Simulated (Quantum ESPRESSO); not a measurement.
Crystal: ZrC.

```xyz
2
Lattice="0.0000 2.3650 2.3650 2.3650 0.0000 2.3650 2.3650 2.3650 0.0000" Properties=species:S:1:pos:R:3 pbc="T T T"
Zr    2.3650    2.3650    2.3650
C     0.0000    0.0000    0.0000
```

Program: Quantum ESPRESSO 7.5. Alike in all runs: task single point; no spin polarisation; cell as given; smearing fermi-dirac 0.05 eV.

**Question.** Order these runs on this cell by their pressure, lowest first.
A. level PBEsol+U; potentials or basis GBRV 1.5 PBEsol; U Zr d U = 5 eV; k mesh 10 × 10 × 10; cutoff (eV) 612; hubbard projectors ortho-atomic; mixing beta 0.3; mesh quality not flagged
B. level PBEsol+U; potentials or basis GBRV 1.5 PBEsol; U Zr d U = 4 eV; k mesh 10 × 10 × 10; cutoff (eV) 612; hubbard projectors ortho-atomic; mixing beta 0.3; mesh quality not flagged
C. level PBEsol+U; potentials or basis GBRV 1.5 PBEsol; U Zr d U = 6 eV; k mesh 10 × 10 × 10; cutoff (eV) 612; hubbard projectors ortho-atomic; mixing beta 0.3; mesh quality not flagged
D. level PBEsol+U; potentials or basis GBRV 1.5 PBEsol; U Zr d U = 3 eV; k mesh 10 × 10 × 10; cutoff (eV) 612; hubbard projectors ortho-atomic; mixing beta 0.3; mesh quality not flagged
E. level PBEsol; potentials or basis SG15 PBE 1.2; k mesh 6 × 6 × 6; cutoff (eV) 1197; mixing beta 0.5; mesh quality coarse

**Answer.** E (-7.6 GPa), D (-4.1 GPa), B (-2.4 GPa), A (-0.6 GPa), C (1.4 GPa).

Caveats: some runs use coarse meshes; U without spin polarisation on a metal has little footing (some runs); the U is typed as a test and isn't derived for this compound (some runs); the potentials were made for another functional, which shifts forces and pressure (some runs).

Not every run made on this cell is shown here.
